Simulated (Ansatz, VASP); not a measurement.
# Si in VASP and in Ansatz

```
Si
1.0
     0.00000    2.71681    2.71681
     2.71681    0.00000    2.71681
     2.71681    2.71681    0.00000
Si
2
Direct
  0.00000 0.00000 0.00000
  0.25000 0.25000 0.25000
```

The cell was built by a generator and needn't be a form met in nature.

Alike in both runs: functional PBEsol; k mesh 12 × 12 × 12; occupations gaussian, width 0.02 eV; no spin polarisation.

Ansatz relaxed the structure, and its values are those at the end. VASP's run is a single point on that final structure, the one shown.

```csv
,VASP,Ansatz
version,VASP 6.6.1,Ansatz 0.2.0
potentials or method,"VASP PAW PBE potentials, release 64 (Si)","scalar-relativistic, plane waves, PAW"
plane-wave cutoff (eV),520,420
valence electrons in the cell,8,8
```

|  | VASP | Ansatz | Ansatz less VASP |
| --- | --- | --- | --- |
| gap on the k mesh at the Fermi level (eV) | 0.46 | 0.46 | +0.005 |
| least direct gap on the mesh (eV) | 2.52 | 2.52 | +0.003 |
| pressure (GPa) | 0.1 | 0.0 | -0.10 |

With one functional, cell and mesh, what is left measures potentials, basis and numerics.

Caveats: the PAW data sets were made with another functional, which shifts forces and pressure a little (VASP). A hybrid or GW would open this gap; PBEsol tends to underestimate it. A k mesh can miss the band edges.
